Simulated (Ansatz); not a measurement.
Bulk crystal (Cu) after relaxation:

```cif
data_structure
_symmetry_space_group_name_H-M 'P6_3/mmc'
_symmetry_Int_Tables_number 194
_cell_length_a 2.5680
_cell_length_b 2.5680
_cell_length_c 4.1935
_cell_angle_alpha 90.000
_cell_angle_beta 90.000
_cell_angle_gamma 120.000
_cell_volume 23.95
loop_
_atom_site_label
_atom_site_type_symbol
_atom_site_symmetry_multiplicity
_atom_site_Wyckoff_symbol
_atom_site_fract_x
_atom_site_fract_y
_atom_site_fract_z
_atom_site_occupancy
Cu1 Cu 2 c 0.33333 0.66667 0.25000 1
```

Miller indices refer to the conventional cell of P6_3/mmc (No. 194), a = 2.568 Å, b = 2.568 Å, c = 4.194 Å, α = 90.00°, β = 90.00°, γ = 120.00°.

All numbers below come from Ansatz 0.2.0, DFT PBE, scalar-relativistic, plane waves, PAW. Cutoff 420 eV, Gaussian smearing of 0.10 eV, no spin polarisation. A dipole correction acts along the normal.

A relaxed slab with low-index faces, about a nanometre thick, has these properties:

```
Surface energy (mean of both faces) : 1.33 J/m²
Work function                       : 4.80 eV
```

Question: Which low-index plane was cut?

Answer: The (001) plane.

The reference crystal is a form of Cu, which isn't its usual structure.